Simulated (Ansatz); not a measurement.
Computed with DFT PBE, scalar-relativistic, plane waves, PAW in Ansatz 0.2.0. Settings: cutoff 420 eV, Γ-centred meshes spaced at most about 0.3 Å⁻¹, and about 0.25 Å⁻¹ or finer for metals (2π included), Gaussian smearing. No spin polarisation.

Each guess is relaxed in cell and atoms at zero pressure, on a coarse mesh first where it starts far from rest and then on a converged one. The steps can't lower the symmetry of the start, but it can rise. Energies are static (0 K, no zero-point motion).

Two unrelaxed guesses for Li₂H:

Guess 1.

Space group R-3m:H (No. 166). a = 4.583 Å, b = 4.583 Å, c = 20.477 Å, α = 90.00°, β = 90.00°, γ = 120.00°
```
atom  site  symmetry       x       y       z
  Li    6c        3m  0.0000  0.0000  0.2389
  Li    9e      .2/m  0.0000  0.5000  0.0000
  Li    9d      .2/m  0.3333  0.1667  0.1667
   H    6c        3m  0.3333  0.6667  0.0946
   H    6c        3m  0.6667  0.3333  0.2534
```

Guess 2.

Space group Cmmm (No. 65). a = 2.799 Å, b = 3.994 Å, c = 5.825 Å, α = 90.00°, β = 90.00°, γ = 90.00°
```csv
atom,site,symmetry,x,y,z
Li,4k,mm2,0.0000,0.0000,0.6817
H,2b,mmm,0.5000,0.0000,0.0000
```

**Question.** Where do they end, and which end is lower?

**Answer.** Guess 2 ends lower, by 137 meV/atom. Guess 1: R-3m at 10.3 Å³/atom → Fd-3m (anti-beta-cristobalite type) at 21.7 Å³/atom; Guess 2: Cmmm at 10.9 Å³/atom → Cmmm at 13.2 Å³/atom. Counting H atoms around Li (those within 1.25 times the shortest such distance or 1.15 times the sum of covalent radii, 1.27 where that leaves under three), the end of guess 1 and the end of guess 2 both have Li 2. End of guess 1. Conventional cell: a = 8.042 Å. Li is surrounded by 2 H at 1.74 Å and 6 Li at 2.84 Å; around H lie 4 Li at 1.74 Å. End of guess 2. Conventional cell: a = 2.732 Å, b = 5.462 Å, c = 5.323 Å. Around Li lie 2 H at 1.86 Å, 1 Li at 2.53 Å and 3 Li at 2.73–2.79 Å; around H lie 4 Li at 1.86 Å.

Ends held by symmetry can be saddle points. Neither end is the lowest form computed: that has space group Pmmn (No. 59) and lies 82 meV/atom below the better end. With hydrogen, zero-point motion can shift such differences by 10 meV/atom or more. Some candidate types were left out of the draw beforehand, so a known form may be missing.
